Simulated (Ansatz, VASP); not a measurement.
# One calculation of MoS2, two programs

The input INCAR:

```
PREC     = Accurate       # precision mode
ENCUT    = 520            # plane-wave cutoff, eV
EDIFF    = 1E-6           # SCF threshold, eV
ISMEAR   = 0              # smearing method
SIGMA    = 0.01           # smearing width, eV
LREAL    = False          # projectors in reciprocal space
LASPH    = True           # aspherical terms in the spheres
NELM     = 100            # most SCF steps
ALGO     = Fast           # electronic algorithm
ISIF     = 2              # what is computed and relaxed
LWAVE    = False          # write WAVECAR
LCHARG   = False          # write CHGCAR
GGA      = PE             # functional
NBANDS   = 35             # bands
```

Contents of KPOINTS:

```
Automatic mesh
0
Gamma
  12 12 2
```

Contents of POSCAR:

```
MoS2
1.0
    3.1730194941      0.0000000000      0.0000000000
   -1.5865097470      2.7479154886      0.0000000000
    0.0000000000      0.0000000000     12.4359056939
Mo S
2 4
Direct
    0.3333333333      0.6666666667      0.2500000000
    0.6666666667      0.3333333333      0.7500000000
    0.3333333333      0.6666666667      0.6249005388
    0.6666666667      0.3333333333      0.1249005388
    0.3333333333      0.6666666667      0.8750994612
    0.6666666667      0.3333333333      0.3750994612
```

Input for Ansatz:

```yaml
crystal:
  lattice:
    - [3.1730194941, 0.0, 0.0]
    - [-1.586509747, 2.7479154886, 0.0]
    - [0.0, 0.0, 12.4359056939]
  atoms:
    - { symbol: Mo, position: [0.3333333333, 0.6666666667, 0.25] }
    - { symbol: Mo, position: [0.6666666667, 0.3333333333, 0.75] }
    - { symbol: S, position: [0.3333333333, 0.6666666667, 0.6249005388] }
    - { symbol: S, position: [0.6666666667, 0.3333333333, 0.1249005388] }
    - { symbol: S, position: [0.3333333333, 0.6666666667, 0.8750994612] }
    - { symbol: S, position: [0.6666666667, 0.3333333333, 0.3750994612] }
kpoints:
  mp_grid: { grid: [12, 12, 2] }
hamiltonian:
  xc: pbe
scf:
  occupations: { method: fixed }
output:
  optics: { e_range: [0, 12], de: 0.05, sigma: 0.1, bands: auto }
```

Alike in both runs: task single point; functional PBE; k mesh 12 × 12 × 2; no spin polarisation.

```csv
,VASP,Ansatz
version,VASP 6.6.1,Ansatz 0.2.0
potentials or method,"VASP PAW PBE potentials, release 64 (Mo_sv, S)","plane waves, PAW"
plane-wave cutoff (eV),520,420
occupations,"gaussian, width 0.01 eV",fixed
valence electrons in the cell,52,52
```

```csv
,VASP,Ansatz,Ansatz less VASP
gap on the k mesh at the Fermi level (eV),0.95,0.94,-0.014
```

 A k mesh can miss the band edges.
